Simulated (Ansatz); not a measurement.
The calculation used DFT PBE, scalar-relativistic, plane waves, PAW in Ansatz 0.2.0. All cells share a 420 eV cutoff and Γ-centred k meshes spaced at most about 0.3 Å⁻¹ (about 0.25 or finer for metals, 2π included). No spin polarisation.

Temperature and zero-point effects are left out.

Question: Which of these relaxed structures of Zn2SnO3 is the lowest in energy?
A.

```cif
data_structure
_symmetry_space_group_name_H-M 'Cm'
_symmetry_Int_Tables_number 8
_cell_length_a 6.0749
_cell_length_b 10.3188
_cell_length_c 5.5634
_cell_angle_alpha 90.000
_cell_angle_beta 92.128
_cell_angle_gamma 90.000
_cell_volume 348.51
loop_
_atom_site_label
_atom_site_type_symbol
_atom_site_symmetry_multiplicity
_atom_site_Wyckoff_symbol
_atom_site_fract_x
_atom_site_fract_y
_atom_site_fract_z
_atom_site_occupancy
Zn1 Zn 4 b 0.33716 0.82279 0.99187 1
Zn2 Zn 4 b 0.66400 0.83007 0.49765 1
Sn1 Sn 2 a 0.18473 0.00000 0.54488 1
Sn2 Sn 2 a 0.83008 0.00000 0.03325 1
O1 O 4 b 0.36199 0.80915 0.62773 1
O2 O 2 a 0.77840 0.00000 0.64300 1
O3 O 4 b 0.63878 0.80883 0.13489 1
O4 O 2 a 0.20313 0.00000 0.92888 1
```

B.

```cif
data_structure
_symmetry_space_group_name_H-M 'I-4m2'
_symmetry_Int_Tables_number 119
_cell_length_a 3.4108
_cell_length_b 3.4108
_cell_length_c 14.9405
_cell_angle_alpha 90.000
_cell_angle_beta 90.000
_cell_angle_gamma 90.000
_cell_volume 173.81
loop_
_atom_site_label
_atom_site_type_symbol
_atom_site_symmetry_multiplicity
_atom_site_Wyckoff_symbol
_atom_site_fract_x
_atom_site_fract_y
_atom_site_fract_z
_atom_site_occupancy
Zn1 Zn 4 e 0.50000 0.50000 0.17840 1
Sn1 Sn 2 a 0.00000 0.00000 0.00000 1
O1 O 2 c 0.00000 0.50000 0.25000 1
O2 O 4 f 0.50000 0.00000 0.10635 1
```

Answer: A. The other, B, lies 87 meV/atom higher. Forms: A Cm; B I-4m2. Counting O atoms around Sn and Zn (those within 1.25 times the shortest such distance or 1.15 times the sum of covalent radii; a plus sign parts nearer from farther groups; a slash parts the counts of unlike sites): A has Zn 4, Sn 3+1/4; B has Zn 4, Sn 4. Origin: A, invented, then shaken at random and relaxed again; B, invented.

Cells relaxed within their symmetry can be saddle points. Some types were kept out of the candidates beforehand, so the set may lack a known form.
